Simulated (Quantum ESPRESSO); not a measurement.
**BP (F-43m): modes at Γ and the response to a field**

Aim: the zone-centre modes of BP (F-43m).

Calculated with Quantum ESPRESSO 7.5; DFT PBE, scalar-relativistic, plane waves, GBRV ultrasoft pseudopotentials.

**Measured values to reproduce.**

For BP, zinc blende (metal-flux-grown single crystal, 100 K), “Thermal expansion coefficients of high thermal conducting BAs and BP materials” (2019, arxiv:1906.04101) gives, by single-crystal XRD (Mo K-alpha): lattice constant a (cubic a at 100 K) 4.5383 ± 0.0008 Å.

For BP, zinc blende (synthetic BP; powder or crystal not specified, 300 K), “Boron phosphide under pressure: in situ study by Raman scattering and X-ray diffraction” (2015, arxiv:1505.05714) gives, by Raman scattering, 514.5 nm, backscattering: Raman mode (TO at Gamma (T2), ambient spectrum) 794 cm⁻¹ [very weak band; the pressure fit in the same paper quotes about 797 cm-1].

Most raw output is cut from this account.

## 1. The starting structure

The structure is cubic, space group F-43m (No. 216). The conventional cell has a = 4.538 Å, b = 4.538 Å, c = 4.538 Å, α = 90.00°, β = 90.00°, γ = 90.00°. Nearest to B lie 4 P at 1.97 Å. Nearest to P lie 4 B at 1.97 Å. Farther neighbours are not listed.

## 2. A first look

Before anything dear is run, a loose run with smearing shows whether this is a metal and how far the cell is from rest.

probe.in

```
&control
   calculation = 'scf'
   prefix = 'x'
   outdir = './tmp'
   pseudo_dir = './pseudo'
   tprnfor = .true.
   tstress = .true.
   verbosity = 'high'
/
&system
   ibrav = 2
   celldm(1) = 8.57557715
   nat = 2
   ntyp = 2
   ecutwfc = 50.0
   ecutrho = 400.0
   occupations = 'smearing'
   smearing = 'gaussian'
   degauss = 0.01
/
&electrons
   conv_thr = 1.0d-07
   mixing_beta = 0.7
   electron_maxstep = 100
/
ATOMIC_SPECIES
 B      10.8100  B.upf
 P      30.9738  P.upf
ATOMIC_POSITIONS crystal
 B      0.000000000   0.000000000   0.000000000
 P      0.250000000   0.250000000   0.250000000
K_POINTS automatic
 6 6 6 0 0 0
```

Command:

```sh
$ OMP_NUM_THREADS=1 mpirun -n 4 pw.x -nk 4 -in probe.in > probe.out
```

Run time: 2 s. Hardware: 4 MPI ranks of Intel Xeon 6975P-C (Granite Rapids), shared host.

Read from the output:

```yaml
volume_per_atom: 11.68 Å³
pressure: 1.028 GPa
gap_on_the_k_mesh: 1.345 eV
```

A gap of 1.3 eV opens on this mesh, so the crystal is taken as an insulator; the start stands at 1.0 GPa.

## 3. Relaxation

The relaxation runs at a cutoff a fifth above that of the response, since stress converges more slowly with the basis than frequencies do. Forces and stress are brought to rest with tight thresholds.

relax.in

```
&control
   calculation = 'vc-relax'
   prefix = 'x'
   outdir = './tmp'
   pseudo_dir = './pseudo'
   tprnfor = .true.
   tstress = .true.
   forc_conv_thr = 2.0d-05
   etot_conv_thr = 1.0d-07
   nstep = 40
/
&system
   ibrav = 2
   celldm(1) = 8.57557715
   nat = 2
   ntyp = 2
   ecutwfc = 60
   ecutrho = 480.0
   occupations = 'fixed'
   nbnd = 6
/
&electrons
   conv_thr = 1.0d-11
   mixing_beta = 0.7
   electron_maxstep = 100
/
&ions
/
&cell
   press_conv_thr = 0.2
/
ATOMIC_SPECIES
 B      10.8100  B.upf
 P      30.9738  P.upf
ATOMIC_POSITIONS crystal
 B      0.000000000   0.000000000   0.000000000
 P      0.250000000   0.250000000   0.250000000
K_POINTS automatic
 10 10 10 0 0 0
```

Command:

```sh
$ OMP_NUM_THREADS=1 mpirun -n 4 pw.x -nk 4 -in relax.in > relax.out
```

Elapsed: 9.3 s, on 4 MPI ranks; 36 s of CPU time.

Step by step:

| step | energy less that of the first step (eV) | largest force (eV/Å) | pressure (GPa) | volume (Å³) |
| --- | --- | --- | --- | --- |
| 1 | 0.0000 | 0.0000 | 0.87 | 23.36 |
| 2 | -0.0003 | 0.0000 | 0.14 | 23.47 |
| 3 | -0.0003 | 0.0000 | 0.00 | 23.49 |
| 4 | -0.0003 | 0.0000 | 0.00 | 23.49 |
| 5 | -0.0004 | 0.0000 | 0.00 | 23.49 |

| conventional cell, symmetrised | before | after | change |
| --- | --- | --- | --- |
| a (Å) | 4.538 | 4.546 | +0.2 % |
| b (Å) | 4.538 | 4.546 | +0.2 % |
| c (Å) | 4.538 | 4.546 | +0.2 % |
| volume (Å³/atom) | 11.68 | 11.74 | +0.5 % |

The relaxed structure:

```cif
data_structure
_symmetry_space_group_name_H-M 'P 1'
_symmetry_Int_Tables_number 1
_cell_length_a 3.2146
_cell_length_b 3.2146
_cell_length_c 3.2146
_cell_angle_alpha 60.000
_cell_angle_beta 60.000
_cell_angle_gamma 60.000
_cell_volume 23.49
loop_
_atom_site_label
_atom_site_type_symbol
_atom_site_fract_x
_atom_site_fract_y
_atom_site_fract_z
_atom_site_occupancy
B1 B 0.00000 0.00000 0.00000 1
P2 P 0.25000 0.25000 0.25000 1
```

The last row of the table of steps is pw.x's closing run on a basis chosen anew for the final cell, so its energy can jump.

Numbers from this step:

* volume per atom: 11.74 Å³
* pressure: 0 GPa
* gap on the k-mesh: 1.260 eV

The volume changes by +0.5 % from the cell with which this run began.

## 4. Ground state

Perturbation theory inherits every error of the wavefunctions, so the threshold is set near the limit of the arithmetic. With a gap, occupations are fixed, which also allows the response to an electric field.

scf.in

```
&control
   calculation = 'scf'
   prefix = 'x'
   outdir = './tmp'
   pseudo_dir = './pseudo'
   tprnfor = .true.
   tstress = .true.
/
&system
   ibrav = 2
   celldm(1) = 8.59081881
   nat = 2
   ntyp = 2
   ecutwfc = 50.0
   ecutrho = 400.0
   occupations = 'fixed'
   nbnd = 6
/
&electrons
   conv_thr = 1.0d-12
   mixing_beta = 0.7
   electron_maxstep = 100
/
ATOMIC_SPECIES
 B      10.8100  B.upf
 P      30.9738  P.upf
ATOMIC_POSITIONS crystal
 B      0.000000000   0.000000000   0.000000000
 P      0.250000000   0.250000000   0.250000000
K_POINTS automatic
 12 12 12 0 0 0
```

Command:

```sh
$ OMP_NUM_THREADS=1 mpirun -n 4 pw.x -nk 4 -in scf.in > scf.out
```

Run time: 3.4 s. Hardware: 4 MPI ranks; 13 s of CPU time.

Read from the output:

```yaml
pressure: 0.02200 GPa
gap_on_the_k_mesh: 1.256 eV
```

The cell stands at 0.022 GPa, close enough for phonons.

## 5. Linear response at Γ

At q = 0 one unit cell holds all displacements; symmetry groups them into irreducible representations that are solved one by one. The response to a field gives ε∞ and the Born charges, which polar modes need.

ph.in

```
phonons
&inputph
   prefix = 'x'
   outdir = './tmp'
   fildyn = 'g.dyn'
   tr2_ph = 1.0d-18
   epsil = .true.
/
0.000000000000 0.000000000000 0.000000000000
```

Command:

```sh
$ OMP_NUM_THREADS=1 mpirun -n 4 ph.x -nk 4 -in ph.in > ph.out
```

It took 29 s on 4 MPI ranks; 1.9 min of CPU time.

Numbers from this step:

```yaml
miss_of_the_charge_sum_rule: 0.003840 e
largest_acoustic_frequency_at_the_zone_centre_before_the_sum_rule: 1.43 cm⁻¹
highest_optical_zone_centre_mode_no_lo_to_term: 800.1 cm⁻¹
lowest_optical_zone_centre_mode: 800.1 cm⁻¹
mean_high_frequency_dielectric_constant: 9.177
largest_born_charge_in_size_third_of_the_trace: 0.4938 e
```

Born charge (rows field, columns displacement), before the sum rule (e), principal values of the symmetric part by kind of site:

| atom | atoms with these values | low | middle | high | mean |
| --- | --- | --- | --- | --- | --- |
| B1 | 1 | -0.4938 | -0.4938 | -0.4938 | -0.4938 |
| P2 | 1 | 0.4900 | 0.4900 | 0.4900 | 0.4900 |

In full for P2:

```
0.4900 0.0000 0.0000
0.0000 0.4900 0.0000
0.0000 0.0000 0.4900
```

High-frequency dielectric tensor:

```
9.18 0.00 0.00
0.00 9.18 0.00
0.00 0.00 9.18
```

The acoustic modes at Γ come out as far as 1.4 cm⁻¹ from zero, where they should vanish, a small numerical error; the Born charges miss their sum rule by 0.0038 e, which is good.

## 6. Zone-centre analysis

A rigid shift of the crystal must cost nothing, but grids and finite bases break this; the acoustic sum rule is imposed before the matrix is diagonalised again. With Born charges the intensities follow, and the static dielectric tensor.

dynmat.in

```
&input
   fildyn = 'g.dyn'
   asr = 'simple'
   fileig = 'dynmat.eig'
   lperm = .true.
/
```

Command:

```sh
$ dynmat.x -in dynmat.in > dynmat.out
```

The job ended after 0.68 s (1 thread).

Numbers from this step:

* mean static dielectric constant: 9.276

Unit eigenvectors of the mass-weighted matrix after the sum rule; no LO-TO term. Modes at Γ, with each element's share of the kinetic energy:

| mode | frequency (cm⁻¹) | symmetry | B % | P % |
| --- | --- | --- | --- | --- |
| 1 | 0.0 | acoustic | 26 | 74 |
| 2 | 0.0 | acoustic | 26 | 74 |
| 3 | 0.0 | acoustic | 26 | 74 |
| 4 | 800.1 | T2 | 74 | 26 |
| 5 | 800.1 | T2 | 74 | 26 |
| 6 | 800.1 | T2 | 74 | 26 |

Displacements in mode 6 (800.1 cm⁻¹), the largest set to 1:
```
B1   0.00  0.00  1.00
P2   0.00  0.00 -0.35
```

Degenerate modes summed, no LO-TO term. Infrared lines, with heights relative to the strongest:

| position (cm⁻¹) | lines merged | label | IR intensity, relative |
| --- | --- | --- | --- |
| 800 | 3 | T2 | 100 |

Static dielectric tensor (ions relaxed, fixed cell):

```
9.28 0.00 0.00
0.00 9.28 0.00
0.00 0.00 9.28
```

The rule moves no optical mode by more than 0.1 cm⁻¹.

## 7. A frozen mode

The atoms are moved along one mode, by 0.015 Å at most in any Cartesian component, and the restoring forces give its frequency without the response code: a check of the response kernel of this functional.

frozen.in

```
&control
   calculation = 'scf'
   prefix = 'x'
   outdir = './tmp'
   pseudo_dir = './pseudo'
   tprnfor = .true.
/
&system
   ibrav = 2
   celldm(1) = 8.59081881
   nat = 2
   ntyp = 2
   ecutwfc = 50.0
   ecutrho = 400.0
   occupations = 'fixed'
   nbnd = 6
/
&electrons
   conv_thr = 1.0d-11
   mixing_beta = 0.7
   electron_maxstep = 100
/
ATOMIC_SPECIES
 B      10.8100  B.upf
 P      30.9738  P.upf
ATOMIC_POSITIONS crystal
 B      0.003299556   0.003299556  -0.003299556
 P      0.248848552   0.248848552   0.251151448
K_POINTS automatic
 12 12 12 0 0 0
```

Command:

```sh
$ OMP_NUM_THREADS=1 mpirun -n 4 pw.x -nk 4 -in frozen.in > frozen.out
```

Wall time 6.3 s (4 MPI ranks); 24 s of CPU time.

This step gave:

* gap on the k-mesh: 1.095 eV
* frequency from the forces: 799.9 cm⁻¹
* frequency from linear response: 800.1 cm⁻¹

The forces give 799.9 cm⁻¹ against 800.1 cm⁻¹ from linear response after the sum rule.

## 8. The LO-TO splitting (1 0 0)

A longitudinal polar mode sets up a macroscopic field that stiffens it; the term hangs on the direction from which q goes to zero.

dynmat.in

```
&input
   fildyn = 'g.dyn'
   asr = 'simple'
   fileig = 'dynmat.eig'
   q(1) = 1.0
   q(2) = 0.0
   q(3) = 0.0
/
```

Command:

```sh
$ dynmat.x -in dynmat.in > dynmat.out
```

Run time: 0.65 s. Hardware: 1 thread.

Read from the output:

| Item | Value |
| --- | --- |
| highest mode moved by the LO-TO term | 804.4 cm⁻¹ |

Zone-centre frequencies as printed; negative means imaginary. Modes:

| mode | frequency (cm⁻¹) |
| --- | --- |
| 1 | 0 |
| 2 | 0 |
| 3 | 0 |
| 4 | 800.1 |
| 5 | 800.1 |
| 6 | 804.4 |

The field moves one mode, from 800 to 804 cm⁻¹; the others stay.

## 9. Outcome

```
space group after relaxation                                           : F-43m
volume per atom                                                        : 11.7 Å³
gap on the k-mesh                                                      : 1.26 eV
highest optical zone-centre mode (no LO-TO term)                       : 800.1 cm⁻¹
highest mode moved by the LO-TO term                                   : 804.4 cm⁻¹
mean high-frequency dielectric constant                                : 9.18
largest Born charge in size (third of the trace)                       : 0.494 e
mean static dielectric constant                                        : 9.28
imaginary optical modes at the zone centre (no q mesh in this session) : none
```

**Reading.** At the PBE level the optical modes of BP (F-43m) at the zone centre (no LO-TO term) lie at 800 cm⁻¹. Along the directions run, the highest mode that the macroscopic field moves lies at 804 cm⁻¹. Lattice motion raises the mean dielectric constant from 9.177 to 9.276. The Lyddane-Sachs-Teller relation holds: (ωLO/ωTO)² is 1.01 and ε₀/ε∞ is 1.01. These are harmonic frequencies at zero temperature: anharmonic shifts and linewidths and thermal expansion are left out.

Computed beside measured:

```
                                      quantity  measured  PBE GBRV ultrasoft, Quantum ESPRESSO
                        lattice constant a (Å)    4.5383                        4.546 (+0.2 %)
Raman mode, TO at Gamma (T2), ambient … (cm⁻¹)       794                          800 (+0.8 %)
```

Measured values from arxiv:1906.04101 (2019) and arxiv:1505.05714 (2015).

Verdict: The lattice constant a is off by +0.2 %: good agreement. The Raman mode is off by +0.8 %: good agreement. The grades are ours: good and fair within 0.7 and 1.5 % for the lattice constant a and 3 and 7 % for the Raman mode. Zero-point motion and thermal expansion (measured at up to 300 K) are not in the computed lattice constants and Raman mode.

[Host names and launcher messages were left out of these logs when they were recorded.]

[Logs are printed without paths, hosts, clocks, repeated set-up lines and the standing remarks that a program may print on its own settings, such as how far it seeks lower states.]

[Hosts, paths, dates, database ids (printed as entryN), source tags and the programs' standing remarks are cut or masked in the printed files.]
